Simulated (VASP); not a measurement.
Here is a VASP 6.6.1 calculation.

POSCAR

```
W2C
1.0
    3.0700456420      0.0000000000      0.0000000000
   -1.5350228210      2.6587375167      0.0000000000
    0.0000000000      0.0000000000      4.6784280000
W C
2 1
Direct
    0.6666666667      0.3333333333      0.2536690000
    0.3333333333      0.6666666667      0.7463310000
    0.0000000000      0.0000000000      0.0000000000
```

The input INCAR.step1:

```
PREC = Accurate
ENCUT = 520
EDIFF = 1E-6
ISMEAR = -1
SIGMA = 0.05
LREAL = F
LASPH = T
NELM = 60
ALGO = Fast
ISIF = 2
LWAVE = F
LCHARG = T
LMAXMIX = 4
GGA = PE
```

KPOINTS.step1

```
regular mesh
0
Gamma
  7 7 5
```

File INCAR.step2:

```
PREC = Accurate
ENCUT = 520
EDIFF = 1E-6
ISMEAR = 0
SIGMA = 0.05
LREAL = F
LASPH = T
NELM = 60
ALGO = Fast
ISIF = 2
LWAVE = F
LCHARG = F
LMAXMIX = 4
GGA = PE
ICHARG = 11
```

The input KPOINTS.step2:

```
path GMKGALHA,LM,KH
20
line-mode
reciprocal
 0.0000000000  0.0000000000  0.0000000000  G
 0.5000000000  0.0000000000  0.0000000000  M

 0.5000000000  0.0000000000  0.0000000000  M
 0.3333333333  0.3333333333  0.0000000000  K

 0.3333333333  0.3333333333  0.0000000000  K
 0.0000000000  0.0000000000  0.0000000000  G

 0.0000000000  0.0000000000  0.0000000000  G
 0.0000000000  0.0000000000  0.5000000000  A

 0.0000000000  0.0000000000  0.5000000000  A
 0.5000000000  0.0000000000  0.5000000000  L

 0.5000000000  0.0000000000  0.5000000000  L
 0.3333333333  0.3333333333  0.5000000000  H

 0.3333333333  0.3333333333  0.5000000000  H
 0.0000000000  0.0000000000  0.5000000000  A

 0.5000000000  0.0000000000  0.5000000000  L
 0.5000000000  0.0000000000  0.0000000000  M

 0.3333333333  0.3333333333  0.0000000000  K
 0.3333333333  0.3333333333  0.5000000000  H
```

Potentials or basis: VASP PAW PBE potentials, release 64 (W_sv, C).

Command:

```console
$ cat potpaw_PBE.64/W_sv/POTCAR potpaw_PBE.64/C/POTCAR > POTCAR
$ cp INCAR.step1 INCAR
$ cp KPOINTS.step1 KPOINTS
$ mpirun -np 1 vasp_std > vasp.out
$ cp INCAR.step2 INCAR
$ cp KPOINTS.step2 KPOINTS
$ mpirun -np 1 vasp_std > vasp.out
```

(1) Predict the band gap along the path.

## Answers

(1) none (metal or under the smearing width).

Caveat: spin-orbit coupling is left out, which moves the levels of the heavy elements.
